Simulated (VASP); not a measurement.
ZnS (Wurtzite-2H):

```
Zn S
1.0
     3.81100    0.00000    0.00000
    -1.90550    3.30042    0.00000
     0.00000    0.00000    6.23400
Zn S
2 2
Direct
  0.66667 0.33333 0.50000
  0.33333 0.66667 0.00000
  0.66667 0.33333 0.88500
  0.33333 0.66667 0.38500
```

```yaml
Program: VASP 6.6.1
Task: relaxation of cell and atoms
Functional: r2SCAN
Dispersion: rVV10
Potentials_or_basis: VASP PAW PBE potentials, release 64 (Zn, S)
Cutoff: 600 eV
k_mesh: 8 × 8 × 5
Occupations: gaussian, width 0.05 eV
Spin: no spin polarisation
```

At the start: pressure -0.7 GPa; volume 19.60 Å³/atom.

How do energy, volume and symmetry change on relaxing?

Over 10 steps the energy falls by 6.2 meV/atom and the volume is 19.38 Å³/atom (-1.1 %); space group P6_3mc (No. 186, to 0.05 Å).

The path:
```tsv
step	energy change (eV)	largest force (eV/Å)	pressure (GPa)	volume (Å³)
1	0.0000	0.3203	-0.71	78.41
2	-0.0185	0.1185	0.16	77.43
3	-0.0188	0.0925	0.27	77.33
4	-0.0223	0.0487	0.01	77.57
5	-0.0239	0.0281	-0.39	77.93
6	-0.0247	0.0071	0.14	77.39
7	-0.0249	0.0136	-0.02	77.55
8	-0.0249	0.0153	-0.06	77.60
9	-0.0250	0.0057	0.00	77.54
10	-0.0250	0.0049	0.01	77.54
```

Final structure:
```xyz
4
Lattice="3.7920 0.0000 0.0000 -1.8960 3.2840 0.0000 0.0000 0.0000 6.2263" Properties=species:S:1:pos:R:3 pbc="T T T"
Zn    1.8960    1.0947    3.1477
Zn    0.0000    2.1893    0.0345
S     1.8960    1.0947    5.4757
S     0.0000    2.1893    2.3626
```

Caveat: the PAW data sets were made with another functional, which shifts forces and pressure a little.
